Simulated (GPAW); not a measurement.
# C (C2/m) in GPAW: reference runs

How does C come out in PBE? The cell is run as given.

Everything below comes from runs of GPAW 26.7.0. Logs are shortened: lines on timing, memory, paths and dates and some standing lists are left out, and cuts for length are marked. The log counts tension as positive stress, the text compression.

**1. The crystal as given**

It takes space group C2/m (No. 12, monoclinic). Conventional cell: a = 4.255 Å, b = 2.457 Å, c = 3.765 Å, α = 90.00°, β = 111.49°, γ = 90.00°. C (site symmetry m) has 3 C at 1.42 Å as nearest neighbours.

This is a stacking variant of graphite.

**2. Single point, PBE**

Input file run.py:

```python
from ase import Atoms
from ase.dft.bandgap import bandgap
from ase.io import write
from ase.units import GPa
from gpaw import GPAW, PW

atoms = Atoms(['C', 'C'],
              cell=[[2.1273203072, -1.22828244, 0.0],
                    [2.1273203072, 1.22828244, 0.0],
                    [-1.3790696309, 0.0, 3.5028300786]],
              scaled_positions=[[0.16664447, 0.16664447, 0.99990696],
                                [0.83335553, 0.83335553, 0.00009304]],
              pbc=True)

calc = GPAW(mode=PW(800),
            xc='PBE',
            kpts={'size': (13, 13, 8), 'gamma': True},
            occupations={'name': 'fermi-dirac', 'width': 0.05},
            nbands=11,
            convergence={'density': 1e-05, 'energy': 1e-05},
            maxiter=150,
            txt='gpaw.txt')
atoms.calc = calc
energy = atoms.get_potential_energy()
forces = atoms.get_forces()
stress = atoms.get_stress()
calc.write('gs.gpw')
write('result.traj', atoms)
print(f'Energy: {energy:.6f} eV')
print('Forces (eV/A):')
print(forces.round(4))
print('Stress (GPa):', (stress / GPa).round(3))
print('Fermi level:', round(calc.get_fermi_level(), 4), 'eV')
print(f'Gap: {bandgap(calc)[0]:.4f} eV, direct: {bandgap(calc, direct=True)[0]:.4f} eV')
```

Potentials or basis: GPAW PAW data sets (gpaw-data 1.2.1), pw.

Run with:

```sh
OMP_NUM_THREADS=1 python run.py
```

gpaw.txt:

```text
__  _  _
 | _ |_)|_||  |
 |__||  | ||/\| - 26.7.0

Input parameters:
  mode=PW(ecut=800.0),
  convergence={'density': 1e-05, 'energy': 1e-05},
  kpts=MonkhorstPack(size=(13, 13, 8), gamma=True),
  maxiter=150,
  nbands=11,
  occupations=Occupations(name='fermi-dirac', width=0.05),
  xc=XC(name='PBE')

Diagonalizing LCAO Hamiltonian
Converting LCAO to pw mode

       C

                 C

Atoms  # Å, Bohr magnetons
|   | symbol |         x |        y |        z |    initial magnetic moments |
|---|--------|-----------|----------|----------|-----------------------------|
| 0 |      C | -0.669929 | 0.000000 | 3.502504 | ( 0.0000,  0.0000,  0.0000) |
| 1 |      C |  3.545500 | 0.000000 | 0.000326 | ( 0.0000,  0.0000,  0.0000) |

Unit cell  # Å
| periodic |         x |         y |        z |  lengths |     angles |
|----------|-----------|-----------|----------|----------|------------|
|      yes |  2.127320 | -1.228282 | 0.000000 | 2.456455 | 108.496630 |
|      yes |  2.127320 |  1.228282 | 0.000000 | 2.456455 | 108.496630 |
|      yes | -1.379070 |  0.000000 | 3.502830 | 3.764525 |  60.002969 |

Number of symmetries: 4
Symmetry operations  # r_c * U_cc + t_c -> r_c
|   | kind |            matrix            |
|---|------|------------------------------|
| 0 |  E   |  1, 0, 0,  0, 1, 0,  0, 0, 1 |
| 1 |  σ   |  0, 1, 0,  1, 0, 0,  0, 0, 1 |
| 2 |  C2  |  0,-1, 0, -1, 0, 0,  0, 0,-1 |
| 3 |  i   | -1, 0, 0,  0,-1, 0,  0, 0,-1 |

BZ-sampling:
  Number of BZ points: 1352
  Number of IBZ points: 371

  Monkhorst-Pack size: [13, 13, 8]
  Monkhorst-Pack shift: [0.0, 0.0, 0.0625]

K-points  # in reciprocal-cell coordinates
|     |                                coordinates |     weight |
|-----|--------------------------------------------|------------|
|   0 | (  0.00000000,   0.00000000,   0.00000000) | 0.00073964 |
|   1 | (  0.00000000,   0.00000000,   0.12500000) | 0.00147929 |
|   2 | (  0.00000000,   0.00000000,   0.25000000) | 0.00147929 |
|   3 | (  0.00000000,   0.00000000,   0.37500000) | 0.00147929 |
|   4 | (  0.00000000,   0.00000000,   0.50000000) | 0.00073964 |
|   5 | (  0.07692308,  -0.07692308,   0.00000000) | 0.00147929 |
|   6 | (  0.07692308,  -0.07692308,   0.12500000) | 0.00295858 |
|   7 | (  0.07692308,  -0.07692308,   0.25000000) | 0.00295858 |
|   8 | (  0.07692308,  -0.07692308,   0.37500000) | 0.00295858 |
|   9 | (  0.07692308,  -0.07692308,   0.50000000) | 0.00147929 |
| ... |                                            |            |
| 370 | (  0.46153846,   0.46153846,   0.50000000) | 0.00147929 |

Plane wave coefficients: 955
Cutoff: 800.0 eV

Spin-components: 1 (collinear spins)
Bands:           11
Projectors:      10
Spin-degeneracy: 2
Datatype:        complex128

Density:
  Valence electrons: 8.0
  Components: 1
  Grid points: [18 18 25]
  Charge: 0.0  # |e|

Potential:
  Grid points: [18 18 25]

species:
  C:
    name:    Carbon
    Z:       6.0
    valence: 4
    core:    2
    charge:  0.0  # [|e|]
    compensation charges:
      type: gauss
      rc: 0.20  # [Å]
      lmax: 2
    cutoffs:
      filter: 1.14  # [Å]
      core: 1.14  # [Å]
    projectors
    | kind |    occ | energy [eV] | rcut [Å] |
    |------|--------|-------------|----------|
    |   2s |  2.000 |     -13.751 |    0.635 |
    |   2p |  2.000 |      -5.284 |    0.635 |
    |    s |        |      13.461 |    0.635 |
    |    p |        |      21.927 |    0.635 |
    |    d |        |       0.000 |    0.635 |

    Using partial waves for C as LCAO basis

Reference energy: -2055.256231  # eV

eigensolver:
  PPCG
  Converge bands: occupied
  niter=2

density mixing:
  MSR1-Mixer
  Pratt-step length: 0.05
  Maximum mixing coefficient: 0.75
  Old densities: 10
  SVD Regularization: 0.005
  Good broyden scale: 1.0
  Trust region scale: 1.0
  Backstep threshold: 4.0
  History deletion threshold: 6.0
  Fourier metric: weight=20.0, sigma=0.015

occupation numbers:
  Fermi-Dirac:
    width: 0.0500  # eV

poisson solver:
  ecut: 6400.0  # eV

xc functional:
  name: PBE with 2 nearest neighbor stencil

convergence criteria:
- Maximum integral of absolute [dens]ity change: 1e-05 electrons / valence electron
- Maximum [total energy] change in last 3 cyles: 1e-05 eV / valence electron
- Maximum integral of absolute [eigenst]ate change: 4e-08 eV^2 / valence electron
maximum number of iterations: 150

SCF iterations
|iter     | |      energy | eigst |  dens |
|---------|-|-------------|-------|-------|
|iter:   1| |  -19.458293 | +0.63 |       |
|iter:   2| |  -19.320269 | -1.62 | -0.75 |
|iter:   3| |  -18.437533 | -1.06 | -0.78 |
|iter:   4| |  -18.442848 | -2.61 | -1.60 |
|iter:   5| |  -18.444917 | -3.92 | -2.03 |
|iter:   6| |  -18.444925 | -5.80 | -3.23 |
|iter:   7| |  -18.444927c| -6.87 | -3.63 |
|iter:   8| |  -18.444927c| -7.73c| -4.88 |
|iter:   9| |  -18.444927c| -8.38c| -5.35c|

Converged in 9 steps
Energy contributions relative to reference atoms: (reference = -2055.256231)

Energy contributions:
  Kinetic:          18.541388
  Coulomb:         -18.846720
  Zero:              0.041324
  External:          0.000000
  Xc:              -18.180919
  Entropy:          -0.000001
  Spinorbit:         0.000000
  ----------------------------
  Free energy:     -18.444928
  Extrapolated:    -18.444927

dipole moment: (0.000001, 0.000000, 0.000002)  # |e|*Ang

Fermi level: 5.878
Eigenvalues  # (at kpt = [0.000, 0.000, 0.000])
| band index |      eig [eV] | occ [0-2] |
|------------|---------------|-----------|
|          0 |       -13.888 |     2.000 |
|          1 |        -1.034 |     2.000 |
|          2 |         2.800 |     2.000 |
|          3 |         2.804 |     2.000 |
|          4 |         9.736 |     0.000 |
|          5 |        14.244 |     0.000 |
|          6 |        14.246 |     0.000 |
|          7 |        17.330 |     0.000 |
|          8 |        18.666 |     0.000 |
|          9 |        28.647 |     0.000 |
|         10 |        30.021 |     0.000 |

Gap: 0.930 eV
Transition (v -> c):
  (s=0, k=116, n=3, [0.31, -0.31, 0.00]) -> (s=0, k=196, n=4, [0.38, -0.31, 0.38])
Direct/indirect transitions are different
Direct gap: 0.941 eV
Transition at: (s=0, k=116, n=3, [0.31, -0.31, 0.00])

Forces  # eV/Ang
|        x |       y |        z |
|----------|---------|----------|
| -0.00238 | 0.00000 |  0.00400 |  # C    0
|  0.00238 | 0.00000 | -0.00400 |  # C    1

Stress tensor  # eV/Ang^3
|         x |         y |         z |
|-----------|-----------|-----------|
| -0.029366 |  0.000000 |  0.000186 |
|  0.000000 | -0.028927 |  0.000000 |
|  0.000186 |  0.000000 | -0.010388 |

# Writing to gs.gpw (mode='')
```

Wall time 74 s (1 thread of Arm Neoverse V1, shared host); peak memory 0.25 GiB.

Results:

| Item | Value |
| --- | --- |
| Free energy | -18.4449 eV |
| Pressure | 3.7 GPa |
| Largest force | 0.005 eV/Å |
| Band gap on the k mesh | 0.93 eV, indirect (least direct gap 0.94 eV) |

Forces on the atoms (eV/Å):
```
C   -0.002  0.000  0.004
C    0.002  0.000 -0.004
```

Levels at points of the mesh, in eV from the valence-band top:
```tsv
k point	band 1	band 2	band 3	band 4	band 5	band 6	band 7
(0.00, 0.00, 0.00)	-19.32	-6.46	-2.63	-2.63	4.31	8.82	8.82
(0.00, 0.00, 0.50)	-19.11	-8.03	-2.64	-2.64	8.78	8.78	9.94
```

Caveat: an odd mesh through Γ misses points on the zone boundary, where band edges often lie; this functional lacks dispersion, which binds the layers, so the pressure and a relaxed spacing across them are unreliable.
